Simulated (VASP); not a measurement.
# BAs (Pm-3m) in VASP: further runs

The runs below take BAs through single point, with HSE06, r2SCAN.

Program: VASP 6.6.1. These are calculated values, not measurements. Logs are shortened: lines on timing, memory, paths and dates and some standing lists are left out, and cuts for length are marked.

**1. The structure**

Symmetry: Pm-3m, No. 221, cubic system. Conventional cell: a = 2.925 Å, b = 2.925 Å, c = 2.925 Å, α = 90.00°, β = 90.00°, γ = 90.00°. B (site symmetry m-3m) has 8 As at 2.53 Å as nearest neighbours. Around As (site symmetry m-3m) lie 8 B at 2.53 Å.

The cell was built by a generator and needn't be a form met in nature.

**2. Single point, HSE06**

Input file POSCAR:

```
BAs
1.0
    2.9251576732      0.0000000000      0.0000000000
    0.0000000000      2.9251576732      0.0000000000
    0.0000000000      0.0000000000      2.9251576732
B As
1 1
Direct
    0.0000000000      0.0000000000      0.0000000000
    0.5000000000      0.5000000000      0.5000000000
```

Input file INCAR.step1:

```
  ALGO = Normal
  EDIFF = 1E-5
  ENCUT = 520
  GGA = PE
  ISIF = 2
  ISMEAR = -1
  LASPH = True
  LCHARG = False
  LREAL = False
  LWAVE = True
  NBANDS = 11
  NELM = 100
  PREC = Accurate
  SIGMA = 0.02
```

Input file INCAR.step2:

```
  ALGO = Normal
  EDIFF = 1E-6
  ENCUT = 520
  GGA = PE
  HFSCREEN = 0.2079
  ISIF = 2
  ISMEAR = -1
  ISTART = 1
  LASPH = True
  LCHARG = False
  LHFCALC = True
  LREAL = False
  LWAVE = False
  NBANDS = 11
  NELM = 100
  PREC = Accurate
  PRECFOCK = Normal
  SIGMA = 0.02
```

Input file KPOINTS:

```
k-points
0
Gamma
  4 4 4
```

Potentials or basis: VASP PAW PBE potentials, release 64 (B, As).

Started as:

```bash
$ cat potpaw_PBE.64/B/POTCAR potpaw_PBE.64/As/POTCAR > POTCAR
$ cp INCAR.step1 INCAR
$ mpirun -np 1 vasp_std > vasp.out
$ cp INCAR.step2 INCAR
$ mpirun -np 1 vasp_std > vasp.out
```

OUTCAR:

```text
EDIFF = 1E-6
   ENCUT = 520
   GGA = PE
   HFSCREEN = 0.2079
   ISIF = 2
   ISMEAR = -1
   ISTART = 1
   LASPH = True
   LHFCALC = True
   LREAL = False
   NELM = 100
   PREC = Accurate
   PRECFOCK = Normal

 ion  position               nearest neighbor table
   1  0.000  0.000  0.000-   2 2.53   2 2.53   2 2.53   2 2.53   2 2.53   2 2.53   2 2.53   2 2.53

   2  0.500  0.500  0.500-   1 2.53   1 2.53   1 2.53   1 2.53   1 2.53   1 2.53   1 2.53   1 2.53

  LATTYP: Found a simple cubic cell.
 ALAT       =     2.9251576732

  Lattice vectors:

 A1 = (   2.9251576732,   0.0000000000,   0.0000000000)
 A2 = (   0.0000000000,   2.9251576732,   0.0000000000)
 A3 = (   0.0000000000,   0.0000000000,   2.9251576732)

Analysis of symmetry for initial positions (statically):
=====================================================================
 Subroutine PRICEL returns:
 Original cell was already a primitive cell.

 Routine SETGRP: Setting up the symmetry group for a
 simple cubic supercell.

 Subroutine GETGRP returns: Found 48 space group operations
 (whereof 48 operations were pure point group operations)
 out of a pool of 48 trial point group operations.

The static configuration has the point symmetry O_h .

Analysis of symmetry for dynamics (positions and initial velocities):
=====================================================================
 Subroutine PRICEL returns:
 Original cell was already a primitive cell.

 Routine SETGRP: Setting up the symmetry group for a
 simple cubic supercell.

 Subroutine GETGRP returns: Found 48 space group operations
 (whereof 48 operations were pure point group operations)
 out of a pool of 48 trial point group operations.

The dynamic configuration has the point symmetry O_h .

 Subroutine INISYM returns: Found 48 space group operations
 (whereof 48 operations are pure point group operations),
 and found     1 'primitive' translations

----------------------------------------------------------------------------------------

                                     Primitive cell

  volume of cell :      25.0293

  direct lattice vectors                    reciprocal lattice vectors
     2.925157673  0.000000000  0.000000000     0.341861914  0.000000000  0.000000000
     0.000000000  2.925157673  0.000000000     0.000000000  0.341861914  0.000000000
[... 85 lines left out ...]
   ISMEAR =    -1;   SIGMA  =   0.02  broadening in eV -4-tet -1-fermi 0-gaus
   EFERMI_NEDOS =   21; number of points for ismear=-14 and -15
   IALGO  =     38    algorithm
   IMIX   =      1    mixing-type and parameters
     AMIX     =   0.40;   BMIX     =  1.00
     AMIX_MAG =   1.60;   BMIX_MAG =  1.00
  volume/ion in A,a.u.               =      12.51        84.45
  Fermi-wavevector in a.u.,A,eV,Ry     =   1.119323  2.115214 17.046531  1.252885
  Thomas-Fermi vector in A             =   2.255961
   LORBIT       =      0    0 simple, 1 ext, 2 COOP (PROOUT), +10 PAW based schemes
   GGA     = PE    functional components
   LHFCALC =     T    Hartree Fock is set to
   PRECFOCK=normal    Normal, Fast or Accurate (Low or Medium for compatibility)
   ENCUT4O =  -1.0   cutoff for four orbital integrals eV
   NKREDX  =     1    reduce k-point grid by
   NKREDY  =     1    reduce k-point grid by
   NKREDZ  =     1    reduce k-point grid by
   AEXX    =    0.2500 exact exchange contribution
   HFSCREEN=    0.2079 screening length (either q_TF or 0.3 A-1)
   HFSCREENC=   0.2079 screening length for correlation (either q_TF or 0.3 A-1)
   ENCUTFOCK=  -1.0 apply spherical cutoff to Coloumb kernel
   IVDW    =     0    specifies the selected vdW correction
   LEPSILON=     F    determine dielectric tensor
   LRPA    =     F    only Hartree local field effects (RPA)
 non-spin polarized calculation
  energy-cutoff  :      520.00
  volume of cell :       25.03
 maximum number of plane-waves:       691
 NGX is ok and might be reduce to    24
  NGX = 18; NGY = 18; NGZ = 18

 number of electron       8.0000000 magnetization

 Free energy of the ion-electron system (eV)
  ---------------------------------------------------
  ext. energy  EPLUGINS =         0.00000000
  ---------------------------------------------------
  free energy    TOTEN  =        -9.87144258 eV

  energy without entropy =       -9.86929130  energy(sigma->0) =       -9.87036694

 E-fermi :   7.4987     XC(G=0):  -9.4445

 val. band max:        7.0944878284   @ k =   0.0000   0.0000   0.0000
 cond. band min:       7.5466675083   @ k =   0.2500   0.0000   0.0000
 fundamental gap:      0.4521796799
 Fermi energy:         7.4987104115

 k-point     1 :       0.0000    0.0000    0.0000
  band No.  band energies     occupation
      1     -10.5796      2.00000
      2       6.3642      2.00000
      3       6.3642      2.00000
      4       6.3642      2.00000
      5       7.0945      2.00000
      6      13.2696      0.00000
      7      13.2696      0.00000
      8      17.8651      0.00000
      9      17.8651      0.00000
     10      17.8651      0.00000
     11      27.1809      0.00000
[... 113 lines left out ...]
 k-point    10 :       0.5000    0.5000    0.5000
  band No.  band energies     occupation
      1      -0.8871      2.00000
      2       3.6785      2.00000
      3       3.6785      2.00000
      4       3.6785      2.00000
      5       4.1503      2.00000
      6       5.0095      2.00000
      7       5.0095      2.00000
      8       5.0095      2.00000
      9      28.2315      0.00000
     10      28.2315      0.00000
     11      28.2315      0.00000

------------------------ aborting loop because EDIFF is reached ----------------------------------------

  FORCE on cell =-STRESS in cart. coord.  units (eV):
  Direction    XX          YY          ZZ          XY          YZ          ZX
  --------------------------------------------------------------------------------------
  -------------------------------------------------------------------------------------
  Total       -0.9419300     -0.9419300     -0.9419300      0.0000000      0.0000000     -0.0000000
  in kB      -60.2950086    -60.2950086    -60.2950086      0.0000000      0.0000000     -0.0000000
  external PRESSURE =     -60.2950086 kB  Pullay stress =       0.0000000 kB

 VOLUME and BASIS-vectors are now :
 -----------------------------------------------------------------------------
  energy-cutoff  :      520.00
  volume of cell :       25.03
      direct lattice vectors                 reciprocal lattice vectors
     2.925157673  0.000000000  0.000000000     0.341861914  0.000000000  0.000000000
     0.000000000  2.925157673  0.000000000     0.000000000  0.341861914  0.000000000
     0.000000000  0.000000000  2.925157673     0.000000000  0.000000000  0.341861914

 POSITION                                       TOTAL-FORCE (eV/Angst)
 -----------------------------------------------------------------------------------
      0.00000      0.00000      0.00000         0.000000      0.000000      0.000000
      1.46258      1.46258      1.46258         0.000000      0.000000      0.000000
 -----------------------------------------------------------------------------------
    total drift:                               -0.000009     -0.000007     -0.000006

  FREE ENERGIE OF THE ION-ELECTRON SYSTEM (eV)
  ---------------------------------------------------
  free  energy   TOTEN  =        -9.8714425753 eV

  energy  without entropy=       -9.8692913031  energy(sigma->0) =       -9.87036694
```

OUTCAR.step1:

```text
EDIFF = 1E-5
   ENCUT = 520
   GGA = PE
   ISIF = 2
   ISMEAR = -1
[... 346 lines left out ...]
 -----------------------------------------------------------------------------------
      0.00000      0.00000      0.00000         0.000000      0.000000      0.000000
      1.46258      1.46258      1.46258         0.000000      0.000000      0.000000
 -----------------------------------------------------------------------------------
    total drift:                                0.000000     -0.000000     -0.000000

  FREE ENERGIE OF THE ION-ELECTRON SYSTEM (eV)
  ---------------------------------------------------
  free  energy   TOTEN  =        -8.4878668975 eV

  energy  without entropy=       -8.4857155864  energy(sigma->0) =       -8.48679124
```

Run time: 82 s. Hardware: 1 thread of Intel Xeon Platinum 8488C (Sapphire Rapids), shared host; peak memory 0.24 GiB.

Results:

| Quantity | Value |
| --- | --- |
| Free energy | -9.8714 eV |
| Pressure | -6.0 GPa |
| Band gap on the k mesh | none (metal or under the smearing width) |

Caveat: the k mesh is coarse (spacing up to 0.54 Å⁻¹), so the values aren't converged, least of all with exact exchange; the PAW data sets were made with another functional, which shifts forces and pressure a little.

**3. Single point, r2SCAN**

POSCAR is that of step 2.

Input file INCAR.step1:

```
PREC = Accurate ; ENCUT = 520
ISMEAR = -1 ; SIGMA = 0.02
LREAL = False ; LASPH = True
NELM = 100 ; NBANDS = 11
GGA = PE ; ALGO = Normal
EDIFF = 1E-4 ; LWAVE = True
LCHARG = False
```

Input file INCAR.step2:

```
PREC = Accurate ; ENCUT = 520
EDIFF = 1E-6 ; ISMEAR = -1
SIGMA = 0.02 ; LREAL = False
LASPH = True ; NELM = 100
ALGO = Normal ; ISIF = 2
LWAVE = False ; LCHARG = False
METAGGA = R2SCAN ; LMIXTAU = True
NBANDS = 11 ; ISTART = 1
```

Input file KPOINTS:

```
Automatic mesh
0
Gamma
  6 6 6
```

Potentials or basis: VASP PAW PBE potentials, release 64 (B, As).

Started as:

```bash
$ cat potpaw_PBE.64/B/POTCAR potpaw_PBE.64/As/POTCAR > POTCAR
$ cp INCAR.step1 INCAR
$ mpirun -np 1 vasp_std > vasp.out
$ cp INCAR.step2 INCAR
$ mpirun -np 1 vasp_std > vasp.out
```

Wall time 22 s (1 thread of Intel Xeon Platinum 8488C (Sapphire Rapids), shared host); peak memory 0.14 GiB.

It converged, with:

* Free energy: -18.6942 eV
* Pressure: 2.0 GPa
* Band gap on the k mesh: none (metal or under the smearing width)

Levels at points of the mesh, in eV from the Fermi level:
| k point | band 1 | band 2 | band 3 | band 4 | band 5 | band 6 | band 7 | band 8 | band 9 |
| --- | --- | --- | --- | --- | --- | --- | --- | --- | --- |
| (0.00, 0.00, 0.00) | -16.74 | -1.00 | -1.00 | -1.00 | -0.14 | 6.02 | 6.02 | 10.04 | 10.04 |
| (0.50, 0.00, 0.00) | -13.52 | -10.82 | 3.01 | 3.01 | 3.34 | 3.34 | 3.85 | 4.85 | 9.46 |
| (0.50, 0.50, 0.00) | -10.29 | -7.29 | -7.29 | -5.99 | 4.45 | 5.36 | 7.77 | 7.77 | 13.03 |
| (0.50, 0.50, 0.50) | -7.52 | -3.32 | -3.32 | -3.32 | -2.91 | -2.12 | -2.12 | -2.12 | 20.87 |

Caveat: the PAW data sets were made with another functional, which shifts forces and pressure a little.
